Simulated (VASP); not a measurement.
Crystal: GaSb.

```xyz
2
Lattice="0.0000 3.0590 3.0590 3.0590 0.0000 3.0590 3.0590 3.0590 0.0000" Properties=species:S:1:pos:R:3 pbc="T T T"
Sb    4.5885    4.5885    4.5885
Ga    0.0000    0.0000    0.0000
```

Base run:

```yaml
Program: VASP 6.6.1
Functional: PBEsol
Potentials_or_basis: VASP PAW PBE potentials, release 64 (Sb, Ga_d)
Cutoff: 520 eV
k_mesh: 8 × 8 × 8
Occupations: fermi-dirac, width 0.05 eV
Spin: no spin polarisation
```

Its results: pressure -0.1 GPa.

Question: The run is repeated on the same cell with these changes: functional from PBEsol to revPBE. What comes out?

Answer: Pressure 3.5 GPa.

revPBE binds less tightly than PBEsol, so the same cell stands under more pressure.

Caveats: the PAW data sets were made with another functional, which shifts forces and pressure a little.
